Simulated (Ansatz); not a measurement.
**Si (Si (110), 3 layers): how the settings move a single-point run**

How sensitive is a single-point run of Si (Si (110), 3 layers) to its settings? A reference run comes first, then one run with altered input.

Method: reference: DFT, PBE, all-electron LAPW, scalar-relativistic, in Ansatz 0.2.0.

### 1 Starting point

Symmetry: Pmma, No. 51, orthorhombic system. Conventional cell: a = 3.869 Å, b = 19.869 Å, c = 5.471 Å, α = 90.00°, β = 90.00°, γ = 90.00°. Around Si (site symmetry m) lie 3 Si at 2.37 Å. Si (site symmetry mm2) has 4 Si at 2.37 Å as nearest neighbours.

As a file:

```
Si
1.0
     3.86854    0.00000    0.00000
     0.00000    5.47094    0.00000
     0.00000    0.00000   19.86850
Si
6
Direct
  0.75000 0.12500 0.40265
  0.25000 0.87500 0.40265
  0.25000 0.62500 0.50000
  0.75000 0.37500 0.50000
  0.75000 0.12500 0.59735
  0.25000 0.87500 0.59735
```

### 2 The reference run

File input.yaml:

```yaml
crystal:
  lattice:
    - [3.8685410222, 0.0, 0.0]
    - [0.0, 5.4709431802, 0.0]
    - [0.0, 0.0, 19.8685]
  atoms:
    - { symbol: Si, position: [0.75, 0.125, 0.4026463744] }
    - { symbol: Si, position: [0.25, 0.875, 0.4026463744] }
    - { symbol: Si, position: [0.25, 0.625, 0.5] }
    - { symbol: Si, position: [0.75, 0.375, 0.5] }
    - { symbol: Si, position: [0.75, 0.125, 0.5973536256] }
    - { symbol: Si, position: [0.25, 0.875, 0.5973536256] }
kpoints:
  mp_grid: { grid: [8, 6, 1] }
scf:
  occupations: { method: fermi_dirac, width: 0.02 }
hamiltonian:
  xc: pbe
  pseudopotentials: { kind: all_electron, lapw: { basis_error: 0.001 } }
output:
  forces: true
  stress: true
  eigenvalues: true
  populations: true
  dos: { projected: true, de: 0.2, e_range: [-14, 8] }
efield:
  axis: 3
  amplitude: 0
  dipole_correction: true
```

Launch:

```sh
> ansatz run input.yaml --threads 2 --pin off --max-ram 4096MiB --backend cpu --events-out ev --progress --plain --runs-dir out
```

### 3 Changed: occupations.method tetrahedron_uncorrected, width left out

Changes to input.yaml since step 2:

```diff
@@ -15,3 +15,3 @@
 scf:
-  occupations: { method: fermi_dirac, width: 0.02 }
+  occupations: { method: tetrahedron_uncorrected }
 hamiltonian:
@@ -24,3 +24,2 @@
   populations: true
-  dos: { projected: true, de: 0.2, e_range: [-14, 8] }
 efield:
```

Q: Predict the outcome of this session. Wanted: for each run, ending; energy change; gap; force.

**Answer**, as computed:

| run | ending | energy change | gap (eV) | force (eV/Å) | cycles | time |
| --- | --- | --- | --- | --- | --- | --- |
| reference | converged | 0 | 0.00 | 0.63 | 9 | 48 s |
| 1: occupations.method tetrahedron_uncorrected, width left out | converged | +5.2 meV/atom (σ→0) | 0.00 | 0.63 | 10 | 43 s |

Times don't compare one to one where runs were asked for different outputs or read a saved state (see the inputs); cycles may leave out searches for a lower state.

Residual by cycle in the longest SCF loop of each run; runs are numbered as in the table. The quantity is the density residual dr2, in eV.

| cycle | reference | run 1 |
| --- | --- | --- |
| 1 | 3.35 | 3.34 |
| 2 | 0.323 | 1.56 |
| 3 | 0.0963 | 0.221 |
| 4 | 0.0127 | 0.0473 |
| 5 | 8.5e-4 | 0.00214 |
| 6 | 7.4e-5 | 4.1e-4 |
| 7 | 4.8e-6 | 8.9e-6 |
| 8 | 4.0e-7 | 1.7e-6 |
| 9 | 1.7e-8 | 1.1e-4 |
| 10 | - | 2.5e-8 |

Changing the smearing moves the energy by +5.2 meV/atom (σ→0 values).
